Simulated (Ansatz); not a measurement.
Before relaxation, (010) slab as cut from the bulk (Bi, C2/m (No. 12), (0 1 0) face):

```xyz
8
Lattice="3.3570 0.0000 0.0000 0.0517 6.3589 0.0000 0.0000 0.0000 24.5668" Properties=species:S:1:pos:R:3 pbc="T T T"
Bi    2.1212    1.5913    7.5000
Bi    1.2875    4.7676    7.5000
Bi    0.4685    4.7708   10.6889
Bi    2.9402    1.5881   10.6889
Bi    2.1212    1.5913   13.8778
Bi    1.2875    4.7676   13.8778
Bi    0.4685    4.7708   17.0668
Bi    2.9402    1.5881   17.0668
```

Level of theory: DFT PBE, scalar-relativistic, plane waves, PAW (Ansatz). Plane waves to 420 eV, a k mesh through Γ of 10×6×1 on the computed 8-atom cell and Gaussian smearing (0.10 eV); no spin polarisation. A dipole correction removes the field between periodic images along c.

All atoms are free. The cell is fixed. Force threshold 0.02 eV/Å.

Q: Where does it end?

A: The energy falls by 0.147 eV in 11 steps, to:

```yaml
crystal:
  lattice:
    - [3.35704, 0.00000, 0.00000]
    - [0.05166, 6.35894, 0.00000]
    - [0.00000, 0.00000, 24.56676]
  atoms:
    - { symbol: Bi, position: [0.67934, 0.25062, 0.30279] }
    - { symbol: Bi, position: [0.32066, 0.74938, 0.30279] }
    - { symbol: Bi, position: [0.17420, 0.74986, 0.42698] }
    - { symbol: Bi, position: [0.82580, 0.25014, 0.42698] }
    - { symbol: Bi, position: [0.67420, 0.24986, 0.57302] }
    - { symbol: Bi, position: [0.32580, 0.75014, 0.57302] }
    - { symbol: Bi, position: [0.17933, 0.75062, 0.69721] }
    - { symbol: Bi, position: [0.82067, 0.24938, 0.69721] }
```

Spin–orbit coupling is left out, which can shift energies with elements as heavy as these.

The reference crystal is a form of Bi, which isn't its usual structure.